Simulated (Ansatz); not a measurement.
# Ru (omega type): how the settings move a single-point run

How sensitive is a single-point run of Ru (omega type) to its settings? A reference run comes first, then one run with altered input.

Method: reference: DFT, PBE, PAW with Ansatz's default frozen-core files, scalar-relativistic, in Ansatz 0.2.0.

### Step 1. The structure to begin with

The structure is hexagonal, space group P6/mmm (No. 191). The conventional cell has a = 3.267 Å, b = 3.267 Å, c = 1.970 Å, α = 90.00°, β = 90.00°, γ = 120.00°. Around Ru (site symmetry 6/mmm) lie 14 Ru at 1.97 to 2.13 Å. Ru (site symmetry -6m2) is surrounded by 11 Ru at 1.89 to 2.13 Å.

Structure file:

```cif
data_structure
_symmetry_space_group_name_H-M 'P6/mmm'
_symmetry_Int_Tables_number 191
_cell_length_a 3.2673
_cell_length_b 3.2673
_cell_length_c 1.9700
_cell_angle_alpha 90.000
_cell_angle_beta 90.000
_cell_angle_gamma 120.000
_cell_volume 18.21
loop_
_atom_site_label
_atom_site_type_symbol
_atom_site_symmetry_multiplicity
_atom_site_Wyckoff_symbol
_atom_site_fract_x
_atom_site_fract_y
_atom_site_fract_z
_atom_site_occupancy
Ru1 Ru 1 a 0.00000 0.00000 0.00000 1
Ru2 Ru 2 d 0.33333 0.66667 0.50000 1
```

### Step 2. Reference

The input, input.yaml:

```yaml
crystal:
  lattice:
    - [3.2672799074, 0.0, 0.0]
    - [-1.6336399537, 2.8295474011, 0.0]
    - [0.0, 0.0, 1.9699655294]
  atoms:
    - { symbol: Ru, position: [0.0, 0.0, 0.0] }
    - { symbol: Ru, position: [0.3333333333, 0.6666666667, 0.5] }
    - { symbol: Ru, position: [0.6666666667, 0.3333333333, 0.5] }
kpoints:
  mp_grid: { grid: [9, 9, 13] }
  band_path:
    path:
      - [0.0, 0.0, 0.0]
      - [0.5, 0.0, 0.0]
      - [0.3333333333, 0.3333333333, 0.0]
      - [0.0, 0.0, 0.0]
      - [0.0, 0.0, 0.5]
      - [0.5, 0.0, 0.5]
      - [0.3333333333, 0.3333333333, 0.5]
      - [0.0, 0.0, 0.5]
      - [0.5, 0.0, 0.5]
    npoints: 8
scf:
  occupations: { method: fermi_dirac, width: 0.08 }
hamiltonian:
  xc: pbe
  pseudopotentials: { kind: paw }
output:
  forces: true
  stress: true
  eigenvalues: true
  populations: true
  dos: { projected: true, de: 0.2, e_range: [-14, 8] }
```

Run with:

```
> ansatz run input.yaml --threads 1 --pin off --max-ram 3072MiB --backend cpu --events-out ev --progress --plain --runs-dir out
```

Excerpt of the output:

```text
[...]
Basis set: ecut = 420 eV, 367 PW (Γ), exchange–correlation on 48×48×30 points (8 copies of the dense FFT grid, shifted against one another)
[...]
k-points: 84 of 1053
[...]
SCF iter   1: F=—  HF=-22157.025084 eV  |F-HF|=—  |Δ(HF+E_count)|=         —  Δρ=9.46e0  dr2=9.79e3  ethr=1.77e-3  ⟨swp⟩=66.5  Hψ=79570  notcnv=0  defer=50
preconditioner: auto → LDOS  [metal: Δε(μ)=0.041 eV  Ē_g=35.166 eV  σ=0.080 eV  W_gap=0.13  n_scr=8 (ndim 8)  ℏωp=56.1 eV  f_vac=0.423  D(μ)=1.12/eV (n_scr^D=8)  β→1.0]
SCF iter   2: F=—  HF=-18714.066905 eV  |F-HF|=—  |Δ(HF+E_count)|=    3.44e3  Δρ=4.23e0  dr2=2.06e3  ethr=1.77e-3  ⟨swp⟩=26.4  Hψ=52163  notcnv=3  defer=266
[...]
SCF iter   8: F=—  HF=-17577.886617 eV  |F-HF|=—  |Δ(HF+E_count)|=   7.70e-5  Δρ=8.09e-5  dr2=3.31e-7  ethr=1.29e-7  ⟨swp⟩=2.5  Hψ=4534  notcnv=0  defer=17
SCF iter   9: F=-17577.886617 eV  HF=-17577.886617 eV  |F-HF|=6.72e-9  |Δ(HF+E_count)|=   6.11e-8  Δρ=9.74e-6  dr2=9.79e-9  ethr=2.08e-10  ⟨swp⟩=13.8  Hψ=17476  notcnv=0
[...]
SCF converged after 9 iterations
Free energy (F): -17577.886617 eV
[...]
E sigma→0 (E₀):  -17577.870658 eV
[...]
Fermi energy:    58.403798 eV
[...]
  P = ⅓ Tr σ = 1604.1282 GPa (16041.282 kbar)
[...]
```

It took 11 s on 1 thread of Arm Neoverse V1, shared host; peak memory 0.31 GiB.

### Step 3. Changed: ecutrho_ratio 12

Changes to input.yaml since step 2:

```diff
@@ -33,2 +33,3 @@
   populations: true
-  dos: { projected: true, de: 0.2, e_range: [-14, 8] }
+basis:
+  ecutrho_ratio: 12
```

Run with:

```
> ansatz run input.yaml --threads 1 --pin off --max-ram 3072MiB --backend cpu --events-out ev --progress --plain --runs-dir out
```

Log (excerpt; [...] marks lines left out):

```text
[...]
Pseudopotentials: kind: paw
Pseudopotential: Ru, paw, valence charge 16, recommended cutoff 420 eV (normal)
Functional definition: PBE
[...]
Crystal: 3 atoms, lattice volume = 18.212 Å³
Basis set: ecut = 420 eV, 367 PW (Γ), exchange–correlation on 80×80×48 points (8 copies of the dense FFT grid, shifted against one another)
Bands: 29, of which v1, the nominal top of the filled ones, is band 24 counted from 1 (23 counted from 0)
Symmetry: 24 space group operations
Space group: P6/mmm (ITA 191), of the structure as read, at distance tolerance 2.6e-5 Å
k-points: 84 of 1053
[...]
SCF iter   1: F=—  HF=-22169.326109 eV  |F-HF|=—  |Δ(HF+E_count)|=         —  Δρ=9.48e0  dr2=9.81e3  ethr=1.77e-3  ⟨swp⟩=63.2  Hψ=76711  notcnv=0  defer=44
[...]
SCF iter   9: F=-17577.886597 eV  HF=-17577.886597 eV  |F-HF|=3.75e-10  |Δ(HF+E_count)|=   1.40e-7  Δρ=1.78e-5  dr2=1.35e-8  ethr=2.08e-10  ⟨swp⟩=13.5  Hψ=17625  notcnv=0
[...]
NSCF: frozen V_eff on 65 k-points
SCF converged after 9 iterations
Free energy (F): -17577.886597 eV
[...]
E sigma→0 (E₀):  -17577.870638 eV
Entropy (-TS):   -0.031919 eV (-10.640 meV/atom)
Fermi energy:    58.403762 eV
[...]
--- Forces (eV/Å), atoms counted from 1 ---
  atom   1  Ru    -0.00000000     0.00000000     0.00000000
  atom   2  Ru    -0.00000000     0.00000000     0.00000000
  atom   3  Ru    -0.00000000    -0.00000000     0.00000000
[...]
--- Stress (GPa, compression-positive) ---
     1604.312027       0.000000       0.000000
        0.000000    1604.312027       0.000000
        0.000000       0.000000    1603.755406
  P = ⅓ Tr σ = 1604.1265 GPa (16041.265 kbar)
--- Band table (eV; the first three rows and the last of 84) ---
[...]
--- Löwdin populations: 3 sites ---
  site symbol       q [e]
     0     Ru     15.9799
     1     Ru     15.8577
     2     Ru     15.8577
  spilling = 0.006349 (of n_electrons = 48.000000)
```

Wall time 11 s (1 thread of Arm Neoverse V1, shared host); peak memory 0.34 GiB.

Changing the numerical grids hardly moves the energy: 0.0 meV/atom.

### Step 4. Comparison

| run | ending | energy change | pressure (GPa) | gap (eV) | force (eV/Å) | cycles | time |
| --- | --- | --- | --- | --- | --- | --- | --- |
| reference | converged | 0 | 1604.1 | 0.00 | 0.00 | 9 | 11 s |
| 1: ecutrho_ratio 12 | converged | 0.0 meV/atom | 1604.1 | 0.00 | 0.00 | 9 | 11 s |

Times don't compare one to one where runs were asked for different outputs or read a saved state (see the inputs); cycles may leave out searches for a lower state.

Residual by cycle in the longest SCF loop of each run; runs are numbered as in the table. The quantity is the density residual dr2, in eV.

```
cycle  reference    run 1
    1      9.8e3    9.8e3
    2      2.1e3    2.2e3
    3       85.3     64.9
    4        2.4     2.76
    5      0.225    0.102
    6    0.00309  0.00466
    7     6.2e-5   3.3e-5
    8     3.3e-7   1.2e-6
    9     9.8e-9   1.4e-8
```

Changing the numerical grids hardly moves the energy: 0.0 meV/atom. The structure is not at rest: the sound run finds 1604 GPa, so these are no properties of the relaxed crystal. 
